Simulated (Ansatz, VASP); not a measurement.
## K: VASP beside Ansatz

INCAR

```
PREC = Accurate ; ENCUT = 520
EDIFF = 1E-6 ; ISMEAR = 0
SIGMA = 0.05 ; LREAL = False
LASPH = True ; NELM = 80
ALGO = Normal ; ISIF = 2
LWAVE = False ; LCHARG = True
GGA = RE ; IVDW = 12
LELF = True
```

File KPOINTS:

```
Automatic mesh
0
Gamma
  7 7 7
```

Contents of POSCAR:

```
K
1.0
   -2.6975585167      2.6975585167      2.6975585167
    2.6975585167     -2.6975585167      2.6975585167
    2.6975585167      2.6975585167     -2.6975585167
K
1
Direct
    0.0000000000      0.0000000000      0.0000000000
```

File input.yaml:

```yaml
crystal:
  lattice:
    - [-2.6975585167, 2.6975585167, 2.6975585167]
    - [2.6975585167, -2.6975585167, 2.6975585167]
    - [2.6975585167, 2.6975585167, -2.6975585167]
  atoms:
    - { symbol: K, position: [0.0, 0.0, 0.0] }
hamiltonian:
  xc: revpbe
  pseudopotentials: { kind: paw }
  dispersion: d3bj
kpoints:
  mp_grid: { grid: [7, 7, 7] }
scf:
  occupations: { method: gaussian, width: 0.05 }
output:
  forces: true
  stress: true
  eigenvalues: true
  write_density: true
  write_potential: true
  elf: true
  volumetric_format: npy
```

Alike in both runs: task electron localisation function; functional revPBE; dispersion D3(BJ); k mesh 7 × 7 × 7; occupations gaussian, width 0.05 eV; no spin polarisation.

|  | VASP | Ansatz |
| --- | --- | --- |
| version | VASP 6.6.1 | Ansatz 0.2.0 |
| potentials or method | VASP PAW PBE potentials, release 64 (K_sv) | Ansatz PAW |
| plane-wave cutoff (eV) | 520 | 420 |
| valence electrons in the cell | 9 | 9 |

|  | VASP | Ansatz | Ansatz less VASP |
| --- | --- | --- | --- |
| gap on the k mesh at the Fermi level (eV) | none | none | - |
| pressure (GPa) | -0.4 | -0.3 | +0.01 |
| dispersion energy (meV/atom) | -187.9 | -187.9 | -0.04 |

A gap of «none» marks a metal or a gap that the smearing closes. With one functional, cell and mesh, what is left measures potentials, basis and numerics.

Caveats: pairwise dispersion overbinds metals, which lowers pressure and volume; the PAW data sets were made with another functional, which shifts forces and pressure a little (VASP); the PAW data sets come from PBE, with cores solved anew for the run's functional, which leaves a small shift of forces and pressure (Ansatz).
